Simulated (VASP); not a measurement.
# ZnO (zincite) (P6_3mc) in VASP: elastic constants with LDA

Aim: the elastic constants of ZnO (zincite) with LDA.

All numbers are computed with VASP 6.6.1; they aren't measurements. Logs are shortened: lines on timing, memory, paths and dates and some standing lists are left out, and cuts for length are marked.

**1. The crystal as given**

Symmetry: P6_3mc, No. 186, hexagonal system. The conventional cell has a = 3.187 Å, b = 3.187 Å, c = 5.153 Å, α = 90.00°, β = 90.00°, γ = 120.00°. Zn (site symmetry 3m) is surrounded by 4 O at 1.94 to 1.95 Å. O (site symmetry 3m) has 4 Zn at 1.94 to 1.95 Å as nearest neighbours.

**2. Elastic constants, LDA**

INCAR

```
SYSTEM = ZnO
ALGO = Normal ; EDIFF = 1E-8
ENCUT = 600 ; IBRION = 6
ISIF = 3 ; ISMEAR = 0
LASPH = .True. ; LCHARG = .False.
LREAL = .False. ; LWAVE = .False.
NBANDS = 26 ; NELM = 60
NFREE = 2 ; NSW = 1
POTIM = 0.015 ; PREC = Accurate
SIGMA = 0.01
```

KPOINTS

```
k-points
0
Gamma
  9 9 6
  0 0 0
```

POSCAR

```
ZnO
1.0
    3.1868890943      0.0000000000      0.0000000000
   -1.5934445472      2.7599269147      0.0000000000
    0.0000000000      0.0000000000      5.1527079247
Zn O
2 2
Direct
    0.3333333333      0.6666666667      0.5003164210
    0.6666666667      0.3333333333      0.0003164210
    0.6666666667      0.3333333333      0.3786935790
    0.3333333333      0.6666666667      0.8786935790
```

Potentials or basis: VASP PAW LDA potentials, release 64 (Zn, O).

Command:

```console
cat potpaw_LDA.64/Zn/POTCAR potpaw_LDA.64/O/POTCAR > POTCAR
mpirun -np 1 vasp_std > vasp.out
```

OUTCAR:

```text
SYSTEM = ZnO
   EDIFF = 1E-8
   ENCUT = 600
   IBRION = 6
   ISIF = 3
   ISMEAR = 0
   LASPH = .True.
   LREAL = .False.
   NELM = 60
   NFREE = 2
   NSW = 1
   POTIM = 0.015
   PREC = Accurate

 ion  position               nearest neighbor table
   1  0.333  0.667  0.500-   3 1.94   3 1.94   3 1.94   4 1.95
   2  0.667  0.333  0.000-   4 1.94   4 1.94   4 1.94   3 1.95
   3  0.667  0.333  0.379-   1 1.94   1 1.94   1 1.94   2 1.95
   4  0.333  0.667  0.879-   2 1.94   2 1.94   2 1.94   1 1.95

  LATTYP: Found a hexagonal cell.
 ALAT       =     3.1868890943
 C/A-ratio  =     1.6168456988

  Lattice vectors:

 A1 = (   3.1868890943,   0.0000000000,   0.0000000000)
 A2 = (  -1.5934445472,   2.7599269147,   0.0000000000)
 A3 = (   0.0000000000,   0.0000000000,   5.1527079247)

Analysis of symmetry for initial positions (statically):
=====================================================================
 Subroutine PRICEL returns:
 Original cell was already a primitive cell.

 Routine SETGRP: Setting up the symmetry group for a
 hexagonal supercell.

 Subroutine GETGRP returns: Found 12 space group operations
 (whereof  6 operations were pure point group operations)
 out of a pool of 24 trial point group operations.

The static configuration has the point symmetry C_3v.
 The point group associated with its full space group is C_6v.

Analysis of symmetry for dynamics (positions and initial velocities):
=====================================================================
 Subroutine PRICEL returns:
 Original cell was already a primitive cell.

 Routine SETGRP: Setting up the symmetry group for a
 hexagonal supercell.

 Subroutine GETGRP returns: Found 12 space group operations
 (whereof  6 operations were pure point group operations)
 out of a pool of 24 trial point group operations.

The dynamic configuration has the point symmetry C_3v.
 The point group associated with its full space group is C_6v.

 Subroutine INISYM returns: Found 12 space group operations
 (whereof  6 operations are pure point group operations),
 and found     1 'primitive' translations

----------------------------------------------------------------------------------------

                                     Primitive cell

  volume of cell :      45.3211

  direct lattice vectors                    reciprocal lattice vectors
     3.186889094  0.000000000  0.000000000     0.313785629  0.181164218  0.000000000
    -1.593444547  2.759926915  0.000000000     0.000000000  0.362328435  0.000000000
     0.000000000  0.000000000  5.152707925     0.000000000  0.000000000  0.194072712

  length of vectors
     3.186889094  3.186889094  5.152707925     0.362328435  0.362328435  0.194072712

  position of ions in fractional coordinates (direct lattice)
     0.333333333  0.666666667  0.500316421
     0.666666667  0.333333333  0.000316421
     0.666666667  0.333333333  0.378693579
     0.333333333  0.666666667  0.878693579

  ion indices of the primitive-cell ions
   primitive index   ion index
                 1           1
[... 121 lines left out ...]
  ext. energy  EPLUGINS =         0.00000000
  ---------------------------------------------------
  free energy    TOTEN  =       -21.16159121 eV

  energy without entropy =      -21.16159121  energy(sigma->0) =      -21.16159121

------------------------ aborting loop because EDIFF is reached ----------------------------------------

  FORCE on cell =-STRESS in cart. coord.  units (eV):
  Direction    XX          YY          ZZ          XY          YZ          ZX
  --------------------------------------------------------------------------------------
  -------------------------------------------------------------------------------------
  Total        0.3086603      0.3086603      0.3096398     -0.0000000      0.0000000      0.0000000
  in kB       10.9116716     10.9116716     10.9462973     -0.0000000      0.0000000      0.0000000
  external PRESSURE =      10.9232135 kB  Pullay stress =       0.0000000 kB
[... 95 lines left out ...]
  FREE ENERGIE OF THE ION-ELECTRON SYSTEM (eV)
  ---------------------------------------------------
  free  energy   TOTEN  =       -21.1467096474 eV

  energy  without entropy=      -21.1467096474  energy(sigma->0) =      -21.14670965

[... ionic steps 4 to 18 ...]

--------------------------------------- Ionic step       19  -------------------------------------------

 number of electron      35.9999996 magnetization

------------------------ aborting loop because EDIFF is reached ----------------------------------------
[... 71 lines left out ...]
--------------------------------------- Ionic step       21  -------------------------------------------

 number of electron      35.9999999 magnetization

 Free energy of the ion-electron system (eV)
  ---------------------------------------------------
  ext. energy  EPLUGINS =         0.00000000
  ---------------------------------------------------
  free energy    TOTEN  =       -21.16011534 eV

  energy without entropy =      -21.16011534  energy(sigma->0) =      -21.16011534

 E-fermi :   1.4921     XC(G=0): -11.7259

 val. band max:        1.3475630157   @ k =   0.0000   0.0000   0.0000
 cond. band min:       2.1586233259   @ k =   0.0000   0.0000   0.0000
 fundamental gap:      0.8110603102
 Fermi energy:         1.4921158418

 k-point     1 :       0.0000    0.0000    0.0000
  band No.  band energies     occupation
      1     -16.8748      2.00000
      2     -16.0301      2.00000
      3      -4.7883      2.00000
      4      -4.6745      2.00000
      5      -4.6745      2.00000
      6      -4.6593      2.00000
[... 685 lines left out ...]
     25      14.7362      0.00000
     26      16.0263      0.00000

 [... further k-points ...]

------------------------ aborting loop because EDIFF is reached ----------------------------------------

  FORCE on cell =-STRESS in cart. coord.  units (eV):
  Direction    XX          YY          ZZ          XY          YZ          ZX
  --------------------------------------------------------------------------------------
  -------------------------------------------------------------------------------------
  Total        0.2299683      0.2299683      0.4765774     -0.0000000     -0.0000000      0.0000000
  in kB        8.1297742      8.1297742     16.8478298     -0.0000000     -0.0000000      0.0000000
  external PRESSURE =      11.0357927 kB  Pullay stress =       0.0000000 kB
[... 19 lines left out ...]
  FREE ENERGIE OF THE ION-ELECTRON SYSTEM (eV)
  ---------------------------------------------------
  free  energy   TOTEN  =       -21.1601153395 eV

  energy  without entropy=      -21.1601153395  energy(sigma->0) =      -21.16011534

 INTERNAL STRAIN TENSORS FROM STRAINED CELLS
 ============================================

 INTERNAL STRAIN TENSOR FOR ION    1 for displacements in x,y,z  (eV/Angst):
          X           Y           Z          XY          YZ          ZX
  --------------------------------------------------------------------------------
  x     0.00000    -0.00000     0.00000    -8.28986     0.00000    -5.29966
  y    -8.32452     8.34961     0.00000    -0.00006    -5.29598    -0.00008
  z    -5.39025    -5.39603    10.53933     0.00013    -0.00078    -0.00002

 INTERNAL STRAIN TENSORS FROM DISPLACED ATOMS
 ============================================

 INTERNAL STRAIN TENSOR FOR ION    1 for displacements in x,y,z  (eV/Angst):
          X           Y           Z          XY          YZ          ZX
  --------------------------------------------------------------------------------
  x     0.00000    -0.00000     0.00000    -8.29854     0.00000    -5.29349
  y    -8.29854     8.29854     0.00000    -0.00000    -5.29349     0.00000
  z    -5.35843    -5.35843    10.48521     0.00000     0.00000     0.00000

 INTERNAL STRAIN TENSOR FOR ION    4 for displacements in x,y,z  (eV/Angst):
          X           Y           Z          XY          YZ          ZX
  --------------------------------------------------------------------------------
  x     0.00000    -0.00000     0.00000    -9.29462    -0.00000     5.30254
  y    -9.29462     9.29462     0.00000    -0.00000     5.30254    -0.00000
  z     5.38697     5.38697   -10.47852    -0.00000    -0.00000    -0.00000

 Eigenvectors and eigenvalues of the dynamical matrix
 ----------------------------------------------------

   1 f  =   16.832307 THz   105.760505 2PiTHz  561.465332 cm-1    69.612798 meV
             X         Y         Z           dx          dy          dz
     -0.000000  1.839951  2.577984    -0.000000    0.000000   -0.100900
      1.593445  0.919976  0.001630     0.000000   -0.000000    0.100900
      1.593445  0.919976  1.951297     0.000000   -0.000000   -0.699871
     -0.000000  1.839951  4.527651    -0.000000    0.000000    0.699871
[... 71 lines left out ...]
  12 f/i=    0.003023 THz     0.018995 2PiTHz    0.100840 cm-1     0.012503 meV
             X         Y         Z           dx          dy          dz
     -0.000000  1.839951  2.577984     0.000000    0.000000    0.633726
      1.593445  0.919976  0.001630     0.000000    0.000000    0.633726
      1.593445  0.919976  1.951297     0.000000    0.000000    0.313675
     -0.000000  1.839951  4.527651     0.000000    0.000000    0.313675

--------------------------------------------------------------------------------------------------------

 ELASTIC MODULI CONTR FROM IONIC RELAXATION (kBar)
 Direction    XX          YY          ZZ          XY          YZ          ZX
 --------------------------------------------------------------------------------
 XX        -876.2849    341.3438    521.8216      0.0000     -0.0000      0.0000
 YY         341.3438   -876.2849    521.8216      0.0000      0.0000     -0.0000
 ZZ         521.8216    521.8216  -1018.0479     -0.0000      0.0000      0.0000
 XY           0.0000      0.0000     -0.0000   -608.8143      0.0000     -0.0000
 YZ          -0.0000     -0.0000      0.0000     -0.0000   -237.9265      0.0000
 ZX          -0.0000      0.0000      0.0000     -0.0000      0.0000   -237.9265
 --------------------------------------------------------------------------------

 TOTAL ELASTIC MODULI (kBar)
 Direction    XX          YY          ZZ          XY          YZ          ZX
 --------------------------------------------------------------------------------
 XX        2218.9871   1427.7116   1280.3849     -0.0000     -0.0000      0.0000
 YY        1427.7116   2218.9871   1280.3849     -0.0000      0.0000     -0.0000
 ZZ        1280.3849   1280.3849   2409.2674     -0.0000      0.0000      0.0000
 XY          -0.0000     -0.0000     -0.0000    395.6378      0.0000     -0.0000
 YZ          -0.0000     -0.0000      0.0000     -0.0000    364.1758     -0.0000
 ZX          -0.0000      0.0000      0.0000     -0.0000     -0.0000    364.1758
 --------------------------------------------------------------------------------
```

Wall time 28 min (1 thread of AMD EPYC 9R45 (Zen 5), shared host); peak memory 0.51 GiB.

Results:

* Voigt bulk modulus: 165 GPa
* Highest phonon frequency at Γ, LO-TO splitting left out: 561 cm⁻¹

Phonon frequencies in cm⁻¹ (negative: imaginary):
```csv
q point,frequencies
"(0.000, 0.000, 0.000)",0 0 0 89 89 264 402 420 420 453 453 561
```

Elastic tensor in Voigt notation (GPa, in the Cartesian axes of the cell as first typed):
```
222 143 128   0   0   0
143 222 128   0   0   0
128 128 241   0   0   0
  0   0   0  36   0   0
  0   0   0   0  36   0
  0   0   0   0   0  40
```

Clamped-ion elastic tensor (GPa):
```
310 109  76   0   0   0
109 310  76   0   0   0
 76  76 343   0   0   0
  0   0   0  60   0   0
  0   0   0   0  60   0
  0   0   0   0   0 100
```

Caveat: the cell is under stress, which shifts elastic constants.
